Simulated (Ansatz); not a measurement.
## Strain and the gap of ZnS (zincblende)

ZnS built on the zincblende prototype, relaxed with r2SCAN in the plane-wave code Ansatz. The symmetry is F-43m (No. 216, cubic); a = 5.388 Å in the conventional setting, 19.55 Å³ an atom. Zn has 4 S at 2.33 Å; S has 4 Zn at 2.33 Å.

The axes x, y and z are those of this cell:
```
Zn S
1.0
     0.00000    2.69409    2.69409
     2.69409    0.00000    2.69409
     2.69409    2.69409    0.00000
Zn S
1 1
Cartesian
  0.0000 0.0000 0.0000
  1.3470 1.3470 1.3470
```

Unstrained: PBE gives a direct gap of 2.147 eV at Γ. The r2SCAN gap is direct at Γ: 2.705 eV. HSE06 gives a direct gap of 3.378 eV at Γ. Meshes: PBE 8×8×8, r2SCAN 8×8×8, HSE06 6×6×6. Strains are changes of length per length. After each strain the atoms were relaxed again with r2SCAN within the symmetry that the strain leaves, so tilts or polar shifts that break it weren't tested; points keep the names that they have in the unstrained zone. Calculated for a static, non-magnetic cell.

Changes of the least gap in eV (an overlap counts as a negative gap):
```tsv
strain	volume change (%)	space group	PBE	r2SCAN	HSE06	energy rise, r2SCAN (meV/atom)
isotropic -1.0 % on every length	-3.0	F-43m	+0.133	+0.140	+0.144	4.6
epitaxial +0.5 % in the plane normal to [111], free normal strain -0.25 %	+0.7	R3m	-0.058	-0.062	-0.064	0.5
isotropic +4.0 % on every length	+12.5	F-43m	-0.496	-0.526	-0.552	60.1
uniaxial +5.0 % along [111]	+5.0	R3m	-0.334	-0.357	-0.368	20.7
uniaxial -3.0 % along z	-3.0	I-4m2	+0.063	+0.069	+0.071	6.2
```

Isotropic -1.0 % on every length. HSE06: the gap goes from 3.378 to 3.522 eV (+0.144 eV). Stress change with r2SCAN, compression positive: xx +2.54, yy +2.54, zz +2.54 GPa. For HSE06, dE_g/d ln V = -4.8 eV over this step.

Epitaxial +0.5 % in the plane normal to [111], free normal strain -0.25 %. HSE06: the gap goes from 3.378 to 3.314 eV (-0.064 eV); with r2SCAN the top three valence levels at Γ, degenerate before, become 1+2 from the top over 40 meV. Stress change with r2SCAN, compression positive: xx -0.58, yy -0.58, zz -0.58, xy +0.25, xz +0.25, yz +0.25 GPa.

Isotropic +4.0 % on every length. HSE06: the gap goes from 3.378 to 2.826 eV (-0.552 eV). Stress change with r2SCAN, compression positive: xx -7.18, yy -7.18, zz -7.18 GPa. For HSE06, dE_g/d ln V = -4.7 eV over this step.

Uniaxial +5.0 % along [111], other directions held. HSE06: the gap goes from 3.378 to 3.010 eV (-0.368 eV); with r2SCAN the top three valence levels at Γ, degenerate before, become 2+1 from the top over 263 meV. Stress change with r2SCAN, compression positive: xx -3.43, yy -3.43, zz -3.43, xy -1.61, xz -1.61, yz -1.61 GPa.

Uniaxial -3.0 % along z, other directions held. HSE06: the gap goes from 3.378 to 3.449 eV (+0.071 eV); with r2SCAN the top three valence levels at Γ, degenerate before, become 1+2 from the top over 107 meV. Stress change with r2SCAN, compression positive: xx +2.14, yy +2.14, zz +3.34 GPa.

The meshes of the hybrids are coarse, so their gaps aren't converged to the digits shown.

The splittings at Γ are without spin-orbit coupling, which regroups them where it is of like size or larger.
